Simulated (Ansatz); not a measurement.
# In3Sb: the cost of one run

Method: DFT PBE, scalar-relativistic, plane waves, PAW, in Ansatz 0.2.0.

## Step 1: The system as given

The structure is cubic, space group Im-3m (No. 229). Conventional cell: a = 6.592 Å, b = 6.592 Å, c = 6.592 Å, α = 90.00°, β = 90.00°, γ = 90.00°. Around In (site symmetry 4/mmm) lie 4 In at 3.30 Å and 2 Sb at 3.30 Å. Sb (site symmetry m-3m) is surrounded by 6 In at 3.30 Å.

Structure file:

```cif
data_structure
_symmetry_space_group_name_H-M 'Im-3m'
_symmetry_Int_Tables_number 229
_cell_length_a 6.5917
_cell_length_b 6.5917
_cell_length_c 6.5917
_cell_angle_alpha 90.000
_cell_angle_beta 90.000
_cell_angle_gamma 90.000
_cell_volume 286.41
loop_
_atom_site_label
_atom_site_type_symbol
_atom_site_symmetry_multiplicity
_atom_site_Wyckoff_symbol
_atom_site_fract_x
_atom_site_fract_y
_atom_site_fract_z
_atom_site_occupancy
In1 In 6 b 0.50000 0.00000 0.00000 1
Sb1 Sb 2 a 0.00000 0.00000 0.00000 1
```

A structure generator made this guess: random cell by space group and Wyckoff sites (Im-3m, No. 229). The dimensions are guesses.

## Step 2: The guess as it stands, on a coarse mesh

input.yaml

```yaml
crystal:
  lattice:
    - [-3.29583433, 3.29583433, 3.29583433]
    - [3.29583433, -3.29583433, 3.29583433]
    - [3.29583433, 3.29583433, -3.29583433]
  atoms:
    - { symbol: In, position: [0.0, 0.5, 0.5] }
    - { symbol: In, position: [0.5, 0.0, 0.5] }
    - { symbol: In, position: [0.5, 0.5, 0.0] }
    - { symbol: Sb, position: [0.0, 0.0, 0.0] }
basis:
  ecutwfc: 420
kpoints:
  mp_grid: { grid: [4, 4, 4] }
hamiltonian:
  xc: pbe
scf:
  occupations: { method: gaussian, width: 0.1 }
  lower_state_search: "off"
output:
  forces: true
  stress: true
  eigenvalues: true
```

Launch:

```console
$ ansatz run input.yaml --threads 1 --pin off --max-ram 2048MiB --backend cpu --events-out ev --progress --plain --runs-dir out
```

**Question.** How long does this run take on 1 thread of Arm Neoverse V1, shared host, and how much memory does it need?

About 2.7 s, with a peak of 0.37 GiB.
